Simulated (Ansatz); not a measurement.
# Br: the crystal squeezed far

How does Br (bcc type) answer strong compression, and how long do frozen cores keep up with all electrons? The runs shown use LAPW, crystal datasets and norm-conserving. Companion runs by PAW are cited. Its runs: the reference run (LAPW); volume scaled by 1 (crystal datasets and norm-conserving); volume scaled by 0.9 (LAPW and norm-conserving); volume scaled by 0.8 (LAPW); volume scaled by 0.7 (LAPW and crystal datasets); volume scaled by 0.6 (LAPW); volume scaled by 0.5 (LAPW and crystal datasets); volume scaled by 0.4 (LAPW, crystal datasets and norm-conserving).

Program: Ansatz 0.2.0. Level of theory: DFT PBE, with the methods named in each step. These are calculated values, not measurements.

### Step 1. The starting structure

It takes space group Im-3m (No. 229, cubic). Conventional cell: a = 3.772 Å, b = 3.772 Å, c = 3.772 Å, α = 90.00°, β = 90.00°, γ = 90.00°. Br (site symmetry m-3m) has 8 Br at 3.27 Å in its first shell of neighbours.

Coordinates:

```cif
data_structure
_symmetry_space_group_name_H-M 'Im-3m'
_symmetry_Int_Tables_number 229
_cell_length_a 3.7720
_cell_length_b 3.7720
_cell_length_c 3.7720
_cell_angle_alpha 90.000
_cell_angle_beta 90.000
_cell_angle_gamma 90.000
_cell_volume 53.67
loop_
_atom_site_label
_atom_site_type_symbol
_atom_site_symmetry_multiplicity
_atom_site_Wyckoff_symbol
_atom_site_fract_x
_atom_site_fract_y
_atom_site_fract_z
_atom_site_occupancy
Br1 Br 2 a 0.00000 0.00000 0.00000 1
```

The file gives the conventional cell by its symmetry; the runs use the cell typed in the input.

Whether this phase is the stable one at these pressures isn't tested.

### Step 2. The reference volume, LAPW

The input, input.yaml:

```yaml
crystal:
  lattice:
    - [-1.885985571, 1.885985571, 1.885985571]
    - [1.885985571, -1.885985571, 1.885985571]
    - [1.885985571, 1.885985571, -1.885985571]
  atoms:
    - { symbol: Br, position: [0.0, 0.0, 0.0] }
kpoints:
  mp_grid: { grid: [16, 16, 16] }
  band_path:
    path:
      - [0.0, 0.0, 0.0]
      - [0.5, -0.5, 0.5]
      - [0.0, 0.0, 0.5]
      - [0.0, 0.0, 0.0]
      - [0.25, 0.25, 0.25]
      - [0.5, -0.5, 0.5]
      - [0.25, 0.25, 0.25]
      - [0.0, 0.0, 0.5]
    npoints: 14
scf:
  occupations: { method: fermi_dirac, width: 0.08 }
hamiltonian:
  xc: pbe
  pseudopotentials: { kind: all_electron, lapw: { basis_error: 0.001 } }
output:
  forces: true
  stress: true
  eigenvalues: true
  populations: true
  dos: { projected: true, de: 0.2, e_range: [-14, 8] }
```

Started as:

```
$ ansatz run input.yaml --threads 1 --pin off --max-ram 2048MiB --backend cpu --events-out ev --progress --plain --runs-dir out
```

### Step 3. Volume scaled by 1, crystal datasets

The input, input.yaml:

```yaml
crystal:
  lattice:
    - [-1.885985571, 1.885985571, 1.885985571]
    - [1.885985571, -1.885985571, 1.885985571]
    - [1.885985571, 1.885985571, -1.885985571]
  atoms:
    - { symbol: Br, position: [0.0, 0.0, 0.0] }
kpoints:
  mp_grid: { grid: [16, 16, 16] }
scf:
  occupations: { method: fermi_dirac, width: 0.08 }
hamiltonian:
  xc: pbe
  pseudopotentials: { kind: all_electron, datasets: crystal }
output:
  forces: true
  stress: true
  eigenvalues: true
```

### Step 4. Volume scaled by 1, norm-conserving

input.yaml, as its differences from that of step 3:

```diff
@@ -13,3 +13,3 @@
   xc: pbe
-  pseudopotentials: { kind: all_electron, datasets: crystal }
+  pseudopotentials: { kind: nc }
 output:
```

### Step 5. Volume scaled by 0.9, LAPW

The input, input.yaml:

```yaml
crystal:
  lattice:
    - [-1.8208990484, 1.8208990484, 1.8208990484]
    - [1.8208990484, -1.8208990484, 1.8208990484]
    - [1.8208990484, 1.8208990484, -1.8208990484]
  atoms:
    - { symbol: Br, position: [0.0, 0.0, 0.0] }
kpoints:
  mp_grid: { grid: [16, 16, 16] }
scf:
  occupations: { method: fermi_dirac, width: 0.08 }
hamiltonian:
  xc: pbe
  pseudopotentials: { kind: all_electron, lapw: { basis_error: 0.001 } }
output:
  forces: true
  stress: true
  eigenvalues: true
  populations: true
```

### Step 6. Volume scaled by 0.9, norm-conserving

input.yaml, as its differences from that of step 5:

```diff
@@ -13,3 +13,3 @@
   xc: pbe
-  pseudopotentials: { kind: all_electron, lapw: { basis_error: 0.001 } }
+  pseudopotentials: { kind: nc }
 output:
@@ -18,2 +18 @@
   eigenvalues: true
-  populations: true
```

### Step 7. Volume scaled by 0.8, LAPW

The input, input.yaml:

```yaml
crystal:
  lattice:
    - [-1.7507939134, 1.7507939134, 1.7507939134]
    - [1.7507939134, -1.7507939134, 1.7507939134]
    - [1.7507939134, 1.7507939134, -1.7507939134]
  atoms:
    - { symbol: Br, position: [0.0, 0.0, 0.0] }
kpoints:
  mp_grid: { grid: [16, 16, 16] }
scf:
  occupations: { method: fermi_dirac, width: 0.08 }
hamiltonian:
  xc: pbe
  pseudopotentials: { kind: all_electron, lapw: { basis_error: 0.001 } }
output:
  forces: true
  stress: true
  eigenvalues: true
  populations: true
```

### Step 8. Volume scaled by 0.7, LAPW

input.yaml, as its differences from that of step 7:

```diff
@@ -2,5 +2,5 @@
   lattice:
-    - [-1.7507939134, 1.7507939134, 1.7507939134]
-    - [1.7507939134, -1.7507939134, 1.7507939134]
-    - [1.7507939134, 1.7507939134, -1.7507939134]
+    - [-1.6745741358, 1.6745741358, 1.6745741358]
+    - [1.6745741358, -1.6745741358, 1.6745741358]
+    - [1.6745741358, 1.6745741358, -1.6745741358]
   atoms:
```

### Step 9. Volume scaled by 0.7, crystal datasets

input.yaml, as its differences from that of step 8:

```diff
@@ -13,3 +13,3 @@
   xc: pbe
-  pseudopotentials: { kind: all_electron, lapw: { basis_error: 0.001 } }
+  pseudopotentials: { kind: all_electron, datasets: crystal }
 output:
@@ -18,2 +18 @@
   eigenvalues: true
-  populations: true
```

### Step 10. Volume scaled by 0.6, LAPW

The input, input.yaml:

```yaml
crystal:
  lattice:
    - [-1.5907018369, 1.5907018369, 1.5907018369]
    - [1.5907018369, -1.5907018369, 1.5907018369]
    - [1.5907018369, 1.5907018369, -1.5907018369]
  atoms:
    - { symbol: Br, position: [0.0, 0.0, 0.0] }
kpoints:
  mp_grid: { grid: [16, 16, 16] }
scf:
  occupations: { method: fermi_dirac, width: 0.08 }
hamiltonian:
  xc: pbe
  pseudopotentials: { kind: all_electron, lapw: { basis_error: 0.001 } }
output:
  forces: true
  stress: true
  eigenvalues: true
  populations: true
```

### Step 11. Volume scaled by 0.5, LAPW

input.yaml, as its differences from that of step 10:

```diff
@@ -2,5 +2,5 @@
   lattice:
-    - [-1.5907018369, 1.5907018369, 1.5907018369]
-    - [1.5907018369, -1.5907018369, 1.5907018369]
-    - [1.5907018369, 1.5907018369, -1.5907018369]
+    - [-1.4969077397, 1.4969077397, 1.4969077397]
+    - [1.4969077397, -1.4969077397, 1.4969077397]
+    - [1.4969077397, 1.4969077397, -1.4969077397]
   atoms:
```

### Step 12. Volume scaled by 0.5, crystal datasets

input.yaml, as its differences from that of step 11:

```diff
@@ -13,3 +13,3 @@
   xc: pbe
-  pseudopotentials: { kind: all_electron, lapw: { basis_error: 0.001 } }
+  pseudopotentials: { kind: all_electron, datasets: crystal }
 output:
@@ -18,2 +18 @@
   eigenvalues: true
-  populations: true
```

### Step 13. Volume scaled by 0.4, LAPW

The input, input.yaml:

```yaml
crystal:
  lattice:
    - [-1.38960605, 1.38960605, 1.38960605]
    - [1.38960605, -1.38960605, 1.38960605]
    - [1.38960605, 1.38960605, -1.38960605]
  atoms:
    - { symbol: Br, position: [0.0, 0.0, 0.0] }
kpoints:
  mp_grid: { grid: [16, 16, 16] }
  band_path:
    path:
      - [0.0, 0.0, 0.0]
      - [0.5, -0.5, 0.5]
      - [0.0, 0.0, 0.5]
      - [0.0, 0.0, 0.0]
      - [0.25, 0.25, 0.25]
      - [0.5, -0.5, 0.5]
      - [0.25, 0.25, 0.25]
      - [0.0, 0.0, 0.5]
    npoints: 8
scf:
  occupations: { method: fermi_dirac, width: 0.08 }
hamiltonian:
  xc: pbe
  pseudopotentials: { kind: all_electron, lapw: { basis_error: 0.001 } }
output:
  forces: true
  stress: true
  eigenvalues: true
  populations: true
  dos: { projected: true, de: 0.2, e_range: [-14, 8] }
```

### Step 14. Volume scaled by 0.4, crystal datasets

The input, input.yaml:

```yaml
crystal:
  lattice:
    - [-1.38960605, 1.38960605, 1.38960605]
    - [1.38960605, -1.38960605, 1.38960605]
    - [1.38960605, 1.38960605, -1.38960605]
  atoms:
    - { symbol: Br, position: [0.0, 0.0, 0.0] }
kpoints:
  mp_grid: { grid: [16, 16, 16] }
scf:
  occupations: { method: fermi_dirac, width: 0.08 }
hamiltonian:
  xc: pbe
  pseudopotentials: { kind: all_electron, datasets: crystal }
output:
  forces: true
  stress: true
  eigenvalues: true
```

### Step 15. Volume scaled by 0.4, norm-conserving

input.yaml, as its differences from that of step 14:

```diff
@@ -13,3 +13,3 @@
   xc: pbe
-  pseudopotentials: { kind: all_electron, datasets: crystal }
+  pseudopotentials: { kind: nc }
 output:
```

(Steps that only read results are left out.)

Q: Predict the outcome of this session. Wanted: LAPW pressure at 0.4 of the volume; PAW pressure at 0.4 of the volume; PAW; crystal datasets pressure at 0.4 of the volume; norm-conserving pressure at 0.4 of the volume; fitted bulk modulus at zero pressure.

As calculated:

```
                                      quantity      value
            LAPW pressure at 0.4 of the volume  240.7 GPa
             PAW pressure at 0.4 of the volume  241.3 GPa
PAW (core large) pressure at 0.4 of the volume  241.3 GPa
crystal datasets pressure at 0.4 of the volume  240.7 GPa
 norm-conserving pressure at 0.4 of the volume  240.2 GPa
   fitted bulk modulus at zero pressure (LAPW)     34 GPa
                       its pressure derivative       4.41
```

What this shows: At 0.4 of the starting volume LAPW gives 241 GPa. A third-order Birch-Murnaghan curve fits the range only roughly (B₀ = 34 GPa, B′ = 4.41, misfit at most 1.60 GPa). A fit over so wide a range leans to the high pressures, so B₀ can be off by several per cent. Where LAPW's pressure is over 3 GPa, PAW's departs from it by at most 0.4 %, at 0.9 of the volume. The ions are at rest, and the electrons smeared by 0.08 eV.
